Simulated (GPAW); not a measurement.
**A GW chain in GPAW: CdS (Hawleyite)**

Aim: the G0W0 gap of CdS (Hawleyite) on LDA, step by step.

Main program and level: GPAW 26.7.0; LDA and many-body steps on it, plane waves.

**Experimental background.**

- Gap 2.42 eV: optical gap from inflexion point of photoacoustic spectrum, as-grown film; photoacoustic spectroscopy; film (as-grown chemical bath deposited film, about 0.25 um thick, deposited at 80 C) (“Study of the band--gap shift in CdS films: Influence of thermal annealing in different atmospheres”, 1995, arxiv:cond-mat/9501125).

## 1. The structure

Symmetry: F-43m, No. 216, cubic system. Conventional cell: a = 5.833 Å, b = 5.833 Å, c = 5.833 Å, α = 90.00°, β = 90.00°, γ = 90.00°. Cd has 4 S at 2.53 Å nearest. Nearest to S lie 4 Cd at 2.53 Å. Farther neighbours and most contacts between anions are not listed.

The cell and positions come from the Crystallography Open Database and are kept as given unless a step says otherwise.

## 2. Ground state

This step: GPAW 26.7.0; DFT, LDA, plane waves, PAW.

The ground-state density comes first.

The input, run.py:

```python
import json
import numpy as np
from gpaw.mpi import world
from ase import Atoms
from gpaw import GPAW, PW, FermiDirac

atoms = Atoms(['Cd', 'S'],
    cell=[[0.0000000000, 2.9165000000, 2.9165000000],
      [2.9165000000, 0.0000000000, 2.9165000000],
      [2.9165000000, 2.9165000000, 0.0000000000]],
    scaled_positions=[[0.0000000000, 0.0000000000, 0.0000000000],
      [0.2500000000, 0.2500000000, 0.2500000000]],
    pbc=(True, True, True))
calc = GPAW(mode=PW(450),
    xc='LDA',
    kpts={'size': (8, 8, 8), 'gamma': True},
    occupations=FermiDirac(0.001),
    nbands=-7,
    convergence={'density': 1e-6, 'bands': -3},
    maxiter=100,
    txt='gs.txt')
atoms.calc = calc
res = {'energy': atoms.get_potential_energy()}
kpts = calc.get_ibz_k_points()
res['kpts'] = kpts
res['eigenvalues'] = [calc.get_eigenvalues(kpt=k) for k in range(len(kpts))]
res['n_electrons'] = calc.get_number_of_electrons()
calc.write('gs.gpw')

if world.rank == 0:
    with open('result.json', 'w') as f:
        json.dump(res, f, default=lambda x: x.tolist())
```

On the command line:

```console
mpirun -n 4 gpaw python run.py
```

Numbers of over 12 decimals in the logs are rounded to 6 here.

The program printed:

```text
__  _  _
 | _ |_)|_||  |
 |__||  | ||/\| - 26.7.0

Input parameters:
  mode=PW(ecut=450.000000),
  convergence={'density': 1e-06, 'bands': -3},
  kpts=MonkhorstPack(size=(8, 8, 8), gamma=True),
  maxiter=100,
  nbands=-7,
  occupations=Occupations(name='fermi-dirac', width=0.001, fixmagmom=False),
  xc=XC(name='LDA')
  [... matrices ...]
Diagonalizing LCAO Hamiltonian
Converting LCAO to pw mode

           S

       Cd

Atoms  # Å, Bohr magnetons
|   | symbol |        x |        y |        z |    initial magnetic moments |
| 0 |     Cd | 0.000000 | 0.000000 | 0.000000 | ( 0.0000,  0.0000,  0.0000) |
| 1 |      S | 1.458250 | 1.458250 | 1.458250 | ( 0.0000,  0.0000,  0.0000) |

Unit cell  # Å
| periodic |        x |        y |        z |  lengths |    angles |
|      yes | 0.000000 | 2.916500 | 2.916500 | 4.124554 | 60.000000 |
|      yes | 2.916500 | 0.000000 | 2.916500 | 4.124554 | 60.000000 |
|      yes | 2.916500 | 2.916500 | 0.000000 | 4.124554 | 60.000000 |

Number of symmetries: 24
Symmetry operations  # r_c * U_cc + t_c -> r_c
|    | kind |            matrix            |
|  0 |  E   |  1, 0, 0,  0, 1, 0,  0, 0, 1 |
|  1 |  σ   |  1, 0, 0,  0, 0, 1,  0, 1, 0 |
|  2 |  σ   |  1, 0,-1,  0, 1,-1,  0, 0,-1 |
|  3 |  C3  |  1, 0,-1,  0, 0,-1,  0, 1,-1 |
|  4 |  C3  |  1,-1, 0,  0,-1, 1,  0,-1, 0 |
|  5 |  σ   |  1,-1, 0,  0,-1, 0,  0,-1, 1 |
|  6 |  σ   |  0, 1, 0,  1, 0, 0,  0, 0, 1 |
|  7 |  C3  |  0, 1, 0,  0, 0, 1,  1, 0, 0 |
|  8 |  C2  |  0, 1,-1,  1, 0,-1,  0, 0,-1 |
|  9 |  S4  |  0, 1,-1,  0, 0,-1,  1, 0,-1 |
| 10 |  C3  |  0, 0, 1,  1, 0, 0,  0, 1, 0 |
| 11 |  σ   |  0, 0, 1,  0, 1, 0,  1, 0, 0 |
| 12 |  S4  |  0, 0,-1,  1, 0,-1,  0, 1,-1 |
| 13 |  C3  |  0, 0,-1,  0, 1,-1,  1, 0,-1 |
| 14 |  S4  |  0,-1, 1,  1,-1, 0,  0,-1, 0 |
| 15 |  C2  |  0,-1, 1,  0,-1, 0,  1,-1, 0 |
| 16 |  C3  |  0,-1, 0,  1,-1, 0,  0,-1, 1 |
| 17 |  S4  |  0,-1, 0,  0,-1, 1,  1,-1, 0 |
| 18 |  S4  | -1, 1, 0, -1, 0, 1, -1, 0, 0 |
| 19 |  C3  | -1, 1, 0, -1, 0, 0, -1, 0, 1 |
| 20 |  C3  | -1, 0, 1, -1, 1, 0, -1, 0, 0 |
| 21 |  S4  | -1, 0, 1, -1, 0, 0, -1, 1, 0 |
| 22 |  σ   | -1, 0, 0, -1, 1, 0, -1, 0, 1 |
| 23 |  C2  | -1, 0, 0, -1, 0, 1, -1, 1, 0 |

BZ-sampling:
  Number of BZ points: 512
  Number of IBZ points: 29

  Monkhorst-Pack size: [8, 8, 8]
  Monkhorst-Pack shift: [0.0625, 0.0625, 0.0625]

K-points  # in reciprocal-cell coordinates
|     |                                coordinates |     weight |
|   0 | (  0.00000000,   0.00000000,   0.00000000) | 0.00195312 |
|   1 | (  0.12500000,   0.12500000,   0.00000000) | 0.01171875 |
|   2 | (  0.12500000,   0.12500000,   0.12500000) | 0.01562500 |
|   3 | (  0.25000000,   0.12500000,   0.12500000) | 0.02343750 |
|   4 | (  0.25000000,   0.25000000,   0.00000000) | 0.01171875 |
|   5 | (  0.25000000,   0.25000000,   0.12500000) | 0.04687500 |
|   6 | (  0.25000000,   0.25000000,   0.25000000) | 0.01562500 |
|   7 | (  0.37500000,   0.25000000,  -0.37500000) | 0.04687500 |
|   8 | (  0.37500000,   0.25000000,   0.12500000) | 0.04687500 |
|   9 | (  0.37500000,   0.25000000,   0.25000000) | 0.04687500 |
| ... |                                            |            |
|  28 | (  0.50000000,   0.50000000,   0.50000000) | 0.00781250 |

Plane wave coefficients: 1090
Cutoff: 450.000000 eV

Spin-components: 1 (collinear spins)
Bands:           16
Projectors:      11
Spin-degeneracy: 2
Datatype:        complex128

  Storage: CPU
  Wave functions: 7_921_408 bytes (1_980_352 per core)
  Projectors: 10_891_936 bytes (2_722_984 per core)
  [... matrices ...]
Parallelization:
  kpt:    4
  domain: 1
  band:   1

Density:
  Valence electrons: 18.0
  Components: 1
  Grid points: [21 21 21]
  Charge: 0.0  # |e|

Potential:
  Grid points: [21 21 21]

species:
  Cd:
    name:    Cadmium
    Z:       48.0
    valence: 12
    core:    36
    charge:  0.0  # [|e|]
    compensation charges:
      type: gauss
      rc: 0.38  # [Å]
      lmax: 2
    cutoffs:
      filter: 2.12  # [Å]
      core: 2.62  # [Å]
    projectors
    | kind |    occ | energy [eV] | rcut [Å] |
    |   5s |  2.000 |      -5.950 |    1.191 |
    |   5p |  0.000 |      -1.328 |    1.228 |
    |   4d | 10.000 |     -11.904 |    1.164 |
    |    s |        |      21.261 |    1.191 |
    |    p |        |      25.883 |    1.228 |
    |    d |        |      15.307 |    1.164 |

    Using partial waves for Cd as LCAO basis

  S:
    name:    Sulfur
    Z:       16.0
    valence: 6
    core:    10
    charge:  0.0  # [|e|]
    compensation charges:
      type: gauss
      rc: 0.24  # [Å]
      lmax: 2
    cutoffs:
      filter: 1.77  # [Å]
      core: 1.66  # [Å]
    projectors
    | kind |    occ | energy [eV] | rcut [Å] |
    |   3s |  2.000 |     -17.278 |    0.974 |
    |   3p |  4.000 |      -7.106 |    0.979 |
    |    s |        |       9.933 |    0.974 |
    |    p |        |      20.105 |    0.979 |
    |    d |        |       0.000 |    0.900 |

    Using partial waves for S as LCAO basis

Reference energy: -162860.550595  # eV

eigensolver:
  PPCG
  Converge bands: -3
  niter=2

density mixing:
  MSR1-Mixer
  Pratt-step length: 0.05
  Maximum mixing coefficient: 0.75
  Old densities: 10
  SVD Regularization: 0.005
  Good broyden scale: 1.0
  Trust region scale: 1.0
  Backstep threshold: 4.0
  History deletion threshold: 6.0
  Fourier metric: weight=20.0, sigma=0.015

occupation numbers:
  Fermi-Dirac:
    width: 0.0010  # eV

poisson solver:
  ecut: 3600.000000  # eV

xc functional:
  name: None

Initialization done in: 0.687 s

convergence criteria:
- Maximum integral of absolute [dens]ity change: 1e-06 electrons / valence electron
- Maximum [total energy] change in last 3 cyles: 0.0005 eV / valence electron
- Maximum integral of absolute [eigenst]ate change: 4e-08 eV^2 / valence electron
maximum number of iterations: 100

SCF iterations
|iter     |     time |      energy | eigst |  dens |
|iter:   1|  |   -8.049183 | +1.02 |       |
|iter:   2|  |   -7.945976 | -0.52 | -1.15 |
|iter:   3|  |   -7.577740 | -1.11 | -1.20 |
|iter:   4|  |   -7.570293 | -3.22 | -1.74 |
|iter:   5|  |   -7.568754c| -3.50 | -2.19 |
|iter:   6|  |   -7.568747c| -5.14 | -2.94 |
|iter:   7|  |   -7.568748c| -6.52 | -3.55 |
|iter:   8|  |   -7.568748c| -7.34 | -4.74 |
|iter:   9|  |   -7.568748c| -7.92c| -5.33 |
|iter:  10|  |   -7.568748c| -8.43c| -6.15c|

Converged in 10 steps
SCF loop duration: 2.192 s (0.219 s/step)
Energy contributions relative to reference atoms: (reference = -162860.550595)
  [... matrices ...]
Energy contributions:
  Kinetic:          14.298130
  Coulomb:         -13.012825
  Zero:              0.113384
  External:          0.000000
  Xc:               -8.967437
  Entropy:          -0.000000
  Spinorbit:         0.000000
  ----------------------------
  Free energy:      -7.568748
  Extrapolated:     -7.568748

dipole moment: (-22.050254, -22.050254, -22.050254)  # |e|*Ang

Fermi level: 3.445
Eigenvalues  # (at kpt = [0.000, 0.000, 0.000])
| band index |      eig [eV] | occ [0-2] |
|          0 |        -9.062 |     2.000 |
|          1 |        -4.402 |     2.000 |
|          2 |        -4.402 |     2.000 |
|          3 |        -4.402 |     2.000 |
|          4 |        -3.908 |     2.000 |
|          5 |        -3.908 |     2.000 |
|          6 |         3.327 |     2.000 |
|          7 |         3.327 |     2.000 |
|          8 |         3.327 |     2.000 |
|          9 |         4.174 |     0.000 |
|         10 |         9.628 |     0.000 |
|         11 |         9.628 |     0.000 |
|         12 |         9.628 |     0.000 |
|         13 |        14.378 |     0.000 |
|         14 |        14.651 |     0.000 |
|         15 |        14.651 |     0.000 |

Gap: 0.847 eV
Transition (v -> c):
  (s=0, k=0, n=8, [0.00, 0.00, 0.00]) -> (s=0, k=0, n=9, [0.00, 0.00, 0.00])
No difference between direct/indirect transitions
# Writing to gs.gpw (mode='')
  [... matrices ...]
```

It took 4.3 s on 4 MPI ranks of Arm Neoverse V2, shared host; peak memory 0.6 GiB.

Numbers from this step:

```
total energy               : -7.569 eV
gap                        : 0.8469 eV
k of the valence top       : 0, 0, 0
k of the conduction bottom : 0, 0, 0
least direct gap           : 0.8469 eV
```

The gap is direct, at Γ.

## 3. Bands along the symmetry lines

The cheap functional maps the bands first; the places of the edges decide which points the dearer methods must see.

The input, run.py:

```python
import json
import numpy as np
from gpaw.mpi import world
from gpaw import GPAW

path = [[0.000000, 0.000000, 0.000000],
    [-0.062500, -0.062500, 0.000000],
    [-0.125000, -0.125000, 0.000000],
    [-0.187500, -0.187500, 0.000000],
    [-0.250000, -0.250000, 0.000000],
    [-0.312500, -0.312500, 0.000000],
    [-0.375000, -0.375000, 0.000000],
    [-0.437500, -0.437500, 0.000000],
    [-0.500000, -0.500000, 0.000000],
    [-0.484375, -0.484375, 0.031250],
    [-0.468750, -0.468750, 0.062500],
    [-0.453125, -0.453125, 0.093750],
    [-0.437500, -0.437500, 0.125000],
    [-0.421875, -0.421875, 0.156250],
    [-0.406250, -0.406250, 0.187500],
    [-0.390625, -0.390625, 0.218750],
    [-0.375000, -0.375000, 0.250000],
    [-0.375000, 0.000000, 0.375000],
    [-0.328125, 0.000000, 0.328125],
    [-0.281250, 0.000000, 0.281250],
    [-0.234375, 0.000000, 0.234375],
    [-0.187500, 0.000000, 0.187500],
    [-0.140625, 0.000000, 0.140625],
    [-0.093750, 0.000000, 0.093750],
    [-0.046875, 0.000000, 0.046875],
    [0.000000, 0.000000, 0.000000],
    [0.000000, 0.000000, 0.062500],
    [0.000000, 0.000000, 0.125000],
    [0.000000, 0.000000, 0.187500],
    [0.000000, 0.000000, 0.250000],
    [0.000000, 0.000000, 0.312500],
    [0.000000, 0.000000, 0.375000],
    [0.000000, 0.000000, 0.437500],
    [0.000000, 0.000000, 0.500000],
    [-0.062500, -0.031250, 0.468750],
    [-0.125000, -0.062500, 0.437500],
    [-0.187500, -0.093750, 0.406250],
    [-0.250000, -0.125000, 0.375000],
    [-0.312500, -0.156250, 0.343750],
    [-0.375000, -0.187500, 0.312500],
    [-0.437500, -0.218750, 0.281250],
    [-0.500000, -0.250000, 0.250000],
    [-0.500000, -0.281250, 0.218750],
    [-0.500000, -0.312500, 0.187500],
    [-0.500000, -0.343750, 0.156250],
    [-0.500000, -0.375000, 0.125000],
    [-0.500000, -0.406250, 0.093750],
    [-0.500000, -0.437500, 0.062500],
    [-0.500000, -0.468750, 0.031250],
    [-0.500000, -0.500000, 0.000000]]
calc = GPAW('gs.gpw').fixed_density(kpts=path,
    symmetry='off',
    nbands=19,
    convergence={'bands': 15},
    txt='bands.txt')
res = {}
kpts = calc.get_ibz_k_points()
res['kpts'] = kpts
res['eigenvalues'] = [calc.get_eigenvalues(kpt=k) for k in range(len(kpts))]
res['n_electrons'] = calc.get_number_of_electrons()

if world.rank == 0:
    with open('result.json', 'w') as f:
        json.dump(res, f, default=lambda x: x.tolist())
```

On the command line:

```console
mpirun -n 4 gpaw python run.py
```

The program printed:

```text
Diagonalizing LCAO Hamiltonian
Converting LCAO to pw mode
convergence criteria:
- Maximum integral of absolute [eigenst]ate change: 4e-08 eV^2 / valence electron
maximum number of iterations: 100

SCF iterations
|iter     |     time |      energy | eigst |  dens |
|iter:   1|  |             | +1.95 |       |
|iter:   2|  |             | +0.17 |       |
|iter:   3|  |             | -0.67 |       |
[...]
|iter:   7|  |             | -5.61 |       |
|iter:   8|  |             | -6.76 |       |
|iter:   9|  |             | -7.62c|       |
SCF steps: 9
  __  _  _
 | _ |_)|_||  |
 |__||  | ||/\| - 26.7.0

Input parameters:
  mode=PW(ecut=450.000000),
  convergence={'bands': 15},
  gpts=array([21, 21, 21]),
  kpts=KPoints(kpts=array([[ 0.      ,  0.      ,  0.      ],
         [-0.0625  , -0.0625  ,  0.      ],
         [-0.125   , -0.125   ,  0.      ],
         [-0.1875  , -0.1875  ,  0.      ],
[...]
[-0.484375, -0.484375,  0.03125 ],
[...]
[-0.453125, -0.453125,  0.09375 ],
[...]
[-0.421875, -0.421875,  0.15625 ],
[...]
[-0.390625, -0.390625,  0.21875 ],
[...]
[-0.328125,  0.      ,  0.328125],
[...]
[-0.234375,  0.      ,  0.234375],
[...]
[-0.140625,  0.      ,  0.140625],
[...]
[-0.046875,  0.      ,  0.046875],
         [ 0.      ,  0.      ,  0.      ],
         [ 0.      ,  0.      ,  0.0625  ],
         [ 0.      ,  0.      ,  0.125   ],
[...]
[ 0.      ,  0.      ,  0.4375  ],
         [ 0.      ,  0.      ,  0.5     ],
[...]
[-0.5     , -0.4375  ,  0.0625  ],
         [-0.5     , -0.46875 ,  0.03125 ],
         [-0.5     , -0.5     ,  0.      ]])),
  maxiter=100,
  nbands=19,
  occupations=Occupations(name='fermi-dirac', width=0.001, fixmagmom=False),
  parallel={},
  symmetry=Symmetry(point_group=False, time_reversal=False),
  xc=XC(name='LDA')
  [... matrices ...]
timing:  # [seconds]
  Total: 0.022  # ━━━━━━━━━━━━━━━━━━━━━━━━━━━━━━━━━━━━━━━━━━━━━━━━━━━━━━━━━━━
```

Wall time 5.8 s (4 MPI ranks); peak memory 0.65 GiB; 23 s of CPU time.

This step gave:

| Quantity | Value |
| --- | --- |
| gap | 0.8469 eV |
| k of the valence top | 0, 0, 0 |
| k of the conduction bottom | 0, 0, 0 |
| least direct gap | 0.8469 eV |

The gap is 0.847 eV, as in the run before at this level.

Electronic bands along the path, in eV, zero at the top of the highest filled band:

| point | band 6 | band 7 | band 8 | band 9 | band 10 | band 11 | band 12 | band 13 |
| --- | --- | --- | --- | --- | --- | --- | --- | --- |
| Γ | -7.23 | 0.00 | 0.00 | 0.00 | 0.85 | 6.30 | 6.30 | 6.30 |
| halfway | -7.19 | -2.40 | -1.06 | -1.06 | 3.36 | 4.58 | 7.89 | 7.89 |
| X | -6.79 | -4.07 | -1.94 | -1.94 | 3.30 | 4.15 | 8.90 | 10.50 |
| halfway | -6.73 | -4.06 | -2.22 | -1.84 | 3.60 | 4.45 | 8.65 | 9.79 |
| U | -6.65 | -4.06 | -2.62 | -1.58 | 4.00 | 5.25 | 8.21 | 8.81 |
| jump to K | -6.65 | -4.06 | -2.62 | -1.58 | 4.00 | 5.25 | 8.21 | 8.81 |
| halfway | -7.18 | -2.85 | -1.42 | -0.44 | 3.37 | 5.86 | 6.52 | 7.05 |
| Γ | -7.23 | 0.00 | 0.00 | 0.00 | 0.85 | 6.30 | 6.30 | 6.30 |
| halfway | -7.23 | -2.58 | -0.41 | -0.41 | 2.52 | 6.03 | 6.82 | 6.82 |
| L | -6.85 | -4.54 | -0.78 | -0.78 | 2.75 | 6.80 | 6.80 | 7.19 |
| halfway | -6.73 | -4.24 | -2.01 | -1.26 | 4.15 | 5.59 | 6.98 | 8.13 |
| W | -6.59 | -4.03 | -2.36 | -2.25 | 5.23 | 5.24 | 6.97 | 7.78 |
| halfway | -6.69 | -4.05 | -2.16 | -2.10 | 4.02 | 4.63 | 8.40 | 8.70 |
| X | -6.79 | -4.07 | -1.94 | -1.94 | 3.30 | 4.15 | 8.90 | 10.50 |

## 4. Empty states on the mesh, 6×6×6 mesh, 595 bands

The sums over transitions need many empty states on a uniform mesh; this step solves for them.

The input, run.py:

```python
import json
import numpy as np
from gpaw.mpi import world
from gpaw import GPAW

calc = GPAW('gs.gpw').fixed_density(kpts={'size': (6, 6, 6), 'gamma': True},
    parallel={'domain': 1, 'band': 1},
    txt='nscf.txt')
calc.diagonalize_full_hamiltonian(nbands=595)
calc.write('full.gpw', mode='all')
res = {}
kpts = calc.get_ibz_k_points()
res['kpts'] = kpts
res['eigenvalues'] = [calc.get_eigenvalues(kpt=k) for k in range(len(kpts))]
res['n_electrons'] = calc.get_number_of_electrons()

if world.rank == 0:
    with open('result.json', 'w') as f:
        json.dump(res, f, default=lambda x: x.tolist())
```

On the command line:

```console
mpirun -n 4 gpaw python run.py
```

The program printed:

```text
Diagonalizing LCAO Hamiltonian
Converting LCAO to pw mode
convergence criteria:
- Maximum integral of absolute [eigenst]ate change: 4e-08 eV^2 / valence electron
maximum number of iterations: 100

SCF iterations
|iter     |     time |      energy | eigst |  dens |
|iter:   1|  |             | +0.99 |       |
|iter:   2|  |             | -0.64 |       |
|iter:   3|  |             | -1.81 |       |
[...]
|iter:   7|  |             | -5.61 |       |
|iter:   8|  |             | -6.43 |       |
|iter:   9|  |             | -7.43c|       |
SCF steps: 9
  __  _  _
 | _ |_)|_||  |
 |__||  | ||/\| - 26.7.0

Input parameters:
  mode=PW(ecut=450.000000),
  convergence={'density': 1e-06, 'bands': -3},
  gpts=array([21, 21, 21]),
  kpts=MonkhorstPack(size=(6, 6, 6), gamma=True),
  maxiter=100,
  nbands=16,
  occupations=Occupations(name='fermi-dirac', width=0.001, fixmagmom=False),
  parallel={'domain': 1, 'band': 1},
  xc=XC(name='LDA')
Matrix size: 1073x1073
# Writing to full.gpw (mode='all')
  [... matrices ...]

timing:  # [seconds]
  Total: 6.944  # ━━━━━━━━━━━━━━━━━━━━━━━━━━━━━━━━━━━━━━━━━━━━━━━━━━━━━━━━━━━
```

It took 10 s on 4 MPI ranks; peak memory 1.1 GiB.

This step gave:

| Item | Value |
| --- | --- |
| gap | 0.8469 eV |
| k of the valence top | 0, 0, 0 |
| k of the conduction bottom | 0, 0, 0 |
| least direct gap | 0.8469 eV |
| k points computed | 16 |
| lowest point of the top converged band, above the valence top | 289.6833 eV |

On this mesh the gap is 0.847 eV.

(Part 1 of 2 ends here.)

[Paths, hosts, dates, memory and timing lines, banners, echoed tables and standing remarks are left out of the program output.]

[Logs are printed without paths, hosts, clocks, repeated set-up lines and the standing remarks that a program may print on its own settings, such as how far it seeks lower states.]

[Runs of the session that timed out or met a known fault of the program may be left out.]

[Hosts, paths, dates, database ids (printed as entryN), source tags and the programs' standing remarks are cut or masked in the printed files.]
